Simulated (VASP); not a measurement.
# BaTiO3 (Barioperovskite) (Amm2) in VASP: reference runs, part 2 of 2

VASP 6.6.1.

**3. Single point, PBEsol (atoms moved at random, drawn with an rms of 0.05 Å)**

File INCAR:

```
SYSTEM = BaTiO3
ALGO = Normal
EDIFF = 1E-7
ENCUT = 520
GGA = PS
ISIF = 2
ISMEAR = -1
KPAR = 2
LASPH = .True.
LCHARG = .True.
LREAL = .False.
LVHAR = .True.
LWAVE = .False.
NBANDS = 28
NELM = 100
PREC = Accurate
SIGMA = 0.05
```

File KPOINTS:

```
k-points
0
Gamma
  7 7 7
  0 0 0
```

File POSCAR:

```
BaTiO3
1.0
    3.9855000000      0.0000000000      0.0000000000
    0.0000000000      2.8369000000      2.8451500000
    0.0000000000     -2.8369000000      2.8451500000
Ba Ti O
1 1 3
Direct
    0.0005220000     -0.0001460000      0.0060690000
    0.5039280000      0.5132700000      0.5199710000
    0.5003990000      0.9771650000      0.5031310000
    0.5168270000      0.5021070000      1.0096530000
    0.0052460000      0.4897220000      0.5025510000
```

Potentials or basis: VASP PAW PBE potentials, release 64 (Ba_sv, Ti_sv, O).

Launch:

```console
$ cat potpaw_PBE.64/Ba_sv/POTCAR potpaw_PBE.64/Ti_sv/POTCAR potpaw_PBE.64/O/POTCAR > POTCAR
$ mpirun -np 2 vasp_std > vasp.out
```

OUTCAR:

```text
SYSTEM = BaTiO3
   EDIFF = 1E-7
   ENCUT = 520
   GGA = PS
   ISIF = 2
   ISMEAR = -1
   LASPH = .True.
   LREAL = .False.
   NELM = 100
   PREC = Accurate

 ion  position               nearest neighbor table
   1  0.001  1.000  0.006-   4 2.78   4 2.79   5 2.81   5 2.82   3 2.82   3 2.82   3 2.84   3 2.84
                             5 2.86   4 2.87   4 2.88   5 2.88   2 3.40   2 3.42   2 3.46   2 3.46
   2  0.504  0.513  0.520-   3 1.86   4 1.97   5 1.99   5 2.00   4 2.05   3 2.16   1 3.40   1 3.42
                             1 3.46   1 3.46   1 3.47   1 3.48   1 3.53   1 3.55
   3  0.500  0.977  0.503-   2 1.86   2 2.16   1 2.82   1 2.82   1 2.84   1 2.84
   4  0.517  0.502  0.010-   2 1.97   2 2.05   1 2.78   1 2.79   1 2.87   1 2.88
   5  0.005  0.490  0.503-   2 1.99   2 2.00   1 2.81   1 2.82   1 2.86   1 2.88

  LATTYP: Found a base centered orthorhombic cell.
 ALAT       =     5.6738000000
 B/A-ratio  =     1.0029081039
 C/A-ratio  =     0.7024392823

  Lattice vectors:

 A1 = (   0.0000000000,   2.8369000000,  -2.8451500000)
 A2 = (   0.0000000000,   2.8369000000,   2.8451500000)
 A3 = (   3.9855000000,   0.0000000000,   0.0000000000)

Analysis of symmetry for initial positions (statically):
=====================================================================
 Subroutine PRICEL returns:
 Original cell was already a primitive cell.

 Routine SETGRP: Setting up the symmetry group for a
 base centered orthorhombic supercell.

 Subroutine GETGRP returns: Found  1 space group operations
 (whereof  1 operations were pure point group operations)
 out of a pool of  8 trial point group operations.

The static configuration has the point symmetry C_1 .

Analysis of symmetry for dynamics (positions and initial velocities):
=====================================================================
 Subroutine PRICEL returns:
 Original cell was already a primitive cell.

 Routine SETGRP: Setting up the symmetry group for a
 base centered orthorhombic supercell.

 Subroutine GETGRP returns: Found  1 space group operations
 (whereof  1 operations were pure point group operations)
 out of a pool of  8 trial point group operations.

The dynamic configuration has the point symmetry C_1 .

 Subroutine INISYM returns: Found  1 space group operations
 (whereof  1 operations are pure point group operations),
 and found     1 'primitive' translations

----------------------------------------------------------------------------------------

                                     Primitive cell

  volume of cell :      64.3372

  direct lattice vectors                    reciprocal lattice vectors
     3.985500000  0.000000000  0.000000000     0.250909547  0.000000000  0.000000000
     0.000000000  2.836900000  2.845150000     0.000000000  0.176248722  0.175737659
     0.000000000 -2.836900000  2.845150000     0.000000000 -0.176248722  0.175737659

  length of vectors
     3.985500000  4.017820321  4.017820321     0.250909547  0.248892219  0.248892219

  position of ions in fractional coordinates (direct lattice)
     0.000522000  0.999854000  0.006069000
     0.503928000  0.513270000  0.519971000
     0.500399000  0.977165000  0.503131000
     0.516827000  0.502107000  0.009653000
     0.005246000  0.489722000  0.502551000

  ion indices of the primitive-cell ions
[... 26 lines left out ...]
     0.000000000  0.000000000  0.000000000

 Subroutine IBZKPT returns following result:
 ===========================================

 Found    172 irreducible k-points:

 Following reciprocal coordinates:
            Coordinates               Weight
  0.000000  0.000000  0.000000      1.000000
  0.142857  0.000000  0.000000      2.000000
  0.285714  0.000000  0.000000      2.000000
  0.428571  0.000000  0.000000      2.000000
  0.000000  0.142857 -0.000000      2.000000
  0.000000  0.000000 -0.142857      2.000000
[... 16 lines left out ...]
 -0.142857  0.000000 -0.285714      2.000000
 -0.142857 -0.000000  0.285714      2.000000
 [... further k-points ...]
   k-points           NKPTS =    172   k-points in BZ     NKDIM =    172   number of bands    NBANDS=     28
   number of dos      NEDOS =    301   number of ions     NIONS =      5
   total plane-waves  NPLWV =  27000
   dimension x,y,z NGX =    30 NGY =   30 NGZ =   30
   dimension x,y,z NGXF=    60 NGYF=   60 NGZF=   60
   ions per type =               1   1   3
   NGX,Y,Z   is equivalent  to a cutoff of  12.51, 12.41, 12.41 a.u.
   NGXF,Y,Z  is equivalent  to a cutoff of  25.03, 24.83, 24.83 a.u.
 SYSTEM =  BaTiO3
   PREC   = accura    normal or accurate (medium, high low for compatibility)
   ISTART =      0    job   : 0-new  1-cont  2-samecut
   ICHARG =      2    charge: 1-file 2-atom 10-const
   ISPIN  =      1    spin polarized calculation?
   LNONCOLLINEAR =      F non collinear calculations
   LSORBIT =      F    spin-orbit coupling
   LASPH  =      T    aspherical Exc in radial PAW
   ENCUT  =  520.0 eV  38.22 Ry    6.18 a.u.   7.41  7.47  7.47*2*pi/ulx,y,z
   NELM   =    100;   NELMIN=  2; NELMDL= -5     # of ELM steps
   EDIFF  = 0.1E-06   stopping-criterion for ELM
   LREAL  =      F    real-space projection
   EDIFFG = 0.1E-05   stopping-criterion for IOM
   NSW    =      0    number of steps for IOM
   IBRION =     -1    ionic relax: 0-MD 1-quasi-New 2-CG
   NFREE  =      0    steps in history (QN), initial steepest desc. (CG)
   ISIF   =      2    stress and relaxation
   ISYM   =      2    0-nonsym 1-usesym 2-fastsym
   POTIM  = 0.5000    time-step for ionic-motion
   TEBEG  =    0.0;   TEEND  =   0.0 temperature during run
   PSTRESS=    0.0 pullay stress
   NELECT =      40.0000    total number of electrons
   NUPDOWN=      -1.0000    fix difference up-down
   EMIN   =  10.00;   EMAX   =-10.00  energy-range for DOS
   EFERMI =   0.00;   METHOD = LEGACY
   ISMEAR =    -1;   SIGMA  =   0.05  broadening in eV -4-tet -1-fermi 0-gaus
   EFERMI_NEDOS =   21; number of points for ismear=-14 and -15
   IALGO  =     38    algorithm
   IMIX   =      4    mixing-type and parameters
     AMIX     =   0.40;   BMIX     =  1.00
     AMIX_MAG =   1.60;   BMIX_MAG =  1.00
  volume/ion in A,a.u.               =      12.87        86.83
  Fermi-wavevector in a.u.,A,eV,Ry     =   1.397250  2.640420 26.562762  1.952308
  Thomas-Fermi vector in A             =   2.520525
   LORBIT       =      0    0 simple, 1 ext, 2 COOP (PROOUT), +10 PAW based schemes
   GGA     = PS    functional components
   LHFCALC =     F    Hartree Fock is set to
   AEXX    =    0.0000 exact exchange contribution
   IVDW    =     0    specifies the selected vdW correction
   LEPSILON=     F    determine dielectric tensor
   LRPA    =     F    only Hartree local field effects (RPA)
 non-spin polarized calculation
  energy-cutoff  :      520.00
  volume of cell :       64.34
 maximum number of plane-waves:      1757
 NGX is ok and might be reduce to    30
   NGX = 15   NGY = 15   NGZ = 15

 number of electron      39.9999995 magnetization

 Free energy of the ion-electron system (eV)
  ---------------------------------------------------
  ext. energy  EPLUGINS =         0.00000000
  ---------------------------------------------------
  free energy    TOTEN  =       -41.96453706 eV

  energy without entropy =      -41.96453706  energy(sigma->0) =      -41.96453706

 E-fermi :   4.6155     XC(G=0): -11.4916

 val. band max:        3.6116427269   @ k =   0.4286   0.4286   0.4286
 cond. band min:       5.5110663140   @ k =   0.0000   0.0000   0.0000
 fundamental gap:      1.8994235872
 Fermi energy:         4.6154734732

 k-point     1 :       0.0000    0.0000    0.0000
  band No.  band energies     occupation
      1     -52.5929      2.00000
      2     -28.9701      2.00000
      3     -28.9177      2.00000
      4     -28.9160      2.00000
      5     -21.1217      2.00000
      6     -13.1430      2.00000
[... 733 lines left out ...]
     27      10.3396      0.00000
     28      12.2246      0.00000

 [... further k-points ...]
[... 5 lines left out ...]
  --------------------------------------------------------------------------------------
  -------------------------------------------------------------------------------------
  Total       -0.6336905     -0.5371908     -0.6144033      0.0177820      0.4962409     -0.0108489
  in kB      -15.7806831    -13.3775676    -15.3003753      0.4428209     12.3577991     -0.2701691
  external PRESSURE =     -14.8195420 kB  Pullay stress =       0.0000000 kB

 VOLUME and BASIS-vectors are now :
 -----------------------------------------------------------------------------
  energy-cutoff  :      520.00
  volume of cell :       64.34
      direct lattice vectors                 reciprocal lattice vectors
     3.985500000  0.000000000  0.000000000     0.250909547  0.000000000  0.000000000
     0.000000000  2.836900000  2.845150000     0.000000000  0.176248722  0.175737659
     0.000000000 -2.836900000  2.845150000     0.000000000 -0.176248722  0.175737659

 POSITION                                       TOTAL-FORCE (eV/Angst)
 -----------------------------------------------------------------------------------
      0.00208      2.81927      2.86200         0.120124     -0.094839      0.169885
      2.00841     -0.01901      2.93973        -0.039404      0.193839      0.079393
      1.99434      1.34479      4.21166         0.059707      0.049119      0.286101
      2.05981      1.39704      1.45603        -0.261142      0.076790     -0.574189
      0.02091     -0.03639      2.82317         0.120715     -0.224909      0.038809
 -----------------------------------------------------------------------------------
    total drift:                                0.000716     -0.000308      0.000432

  FREE ENERGIE OF THE ION-ELECTRON SYSTEM (eV)
  ---------------------------------------------------
  free  energy   TOTEN  =       -41.9645370599 eV

  energy  without entropy=      -41.9645370594  energy(sigma->0) =      -41.96453706
```

OSZICAR:

```text
N       E                     dE             d eps       ncg     rms          rms(c)
DAV:   1     0.434517100372E+03    0.43452E+03   -0.20845E+04  9632   0.155E+03
DAV:   2    -0.564926687455E+01   -0.44017E+03   -0.41929E+03 11008   0.428E+02
DAV:   3    -0.499920200298E+02   -0.44343E+02   -0.43924E+02 13380   0.134E+02
DAV:   4    -0.520974504353E+02   -0.21054E+01   -0.21008E+01 14728   0.249E+01
DAV:   5    -0.521572824460E+02   -0.59832E-01   -0.59821E-01 13136   0.330E+00    0.229E+01
DAV:   6    -0.422282987725E+02    0.99290E+01   -0.52770E+01 14364   0.659E+01    0.987E+00
DAV:   7    -0.421358667189E+02    0.92432E-01   -0.94295E+00 13104   0.221E+01    0.686E+00
DAV:   8    -0.419579910528E+02    0.17788E+00   -0.84378E-01 11928   0.857E+00    0.280E+00
DAV:   9    -0.419871780716E+02   -0.29187E-01   -0.22384E-01 13188   0.322E+00    0.137E+00
DAV:  10    -0.419651720317E+02    0.22006E-01   -0.12013E-01 11320   0.365E+00    0.268E-01
DAV:  11    -0.419646748026E+02    0.49723E-03   -0.48390E-03 12164   0.551E-01    0.704E-02
DAV:  12    -0.419645723753E+02    0.10243E-03   -0.30488E-04 12096   0.136E-01    0.453E-02
DAV:  13    -0.419645404428E+02    0.31933E-04   -0.27920E-04 11864   0.170E-01    0.240E-02
DAV:  14    -0.419645376650E+02    0.27778E-05   -0.46896E-05 12392   0.508E-02    0.752E-03
DAV:  15    -0.419645374651E+02    0.19990E-06   -0.65704E-06 13736   0.207E-02    0.632E-03
DAV:  16    -0.419645370987E+02    0.36640E-06   -0.10138E-06 11600   0.887E-03    0.129E-03
DAV:  17    -0.419645370599E+02    0.38766E-07   -0.10427E-07  7228   0.252E-03
   1 F= -.41964537E+02 E0= -.41964537E+02  d E =-.501456E-09
```

Wall time 2.4 min (2 MPI ranks of Intel Xeon Platinum 8488C (Sapphire Rapids), shared host); peak memory 0.39 GiB.

What came out:

| Item | Value |
| --- | --- |
| Free energy | -41.9645 eV |
| Pressure | -1.5 GPa |
| Largest force | 0.635 eV/Å |
| Band gap on the k mesh | 1.90 eV, indirect (least direct gap 2.09 eV) |

Forces in eV/Å, atoms in the order of the input:
```
Ba   0.120 -0.095  0.170
Ti  -0.039  0.194  0.079
O    0.060  0.049  0.286
O   -0.261  0.077 -0.574
O    0.121 -0.225  0.039
```

Stress tensor (GPa, compression positive):
```
-1.58  0.04 -0.03
 0.04 -1.34  1.24
-0.03  1.24 -1.53
```

Levels at points of the mesh, in eV from the valence-band top:
```
           k point  band 18  band 19  band 20  band 21  band 22  band 23
(0.00, 0.00, 0.00)    -0.28    -0.26    -0.19     1.90     2.06     2.13
```

Caveat: the PAW data sets were made with another functional, which shifts forces and pressure a little; spin-orbit coupling is left out, which moves the levels of the heavy elements; an odd mesh through Γ misses points on the zone boundary, where band edges often lie.
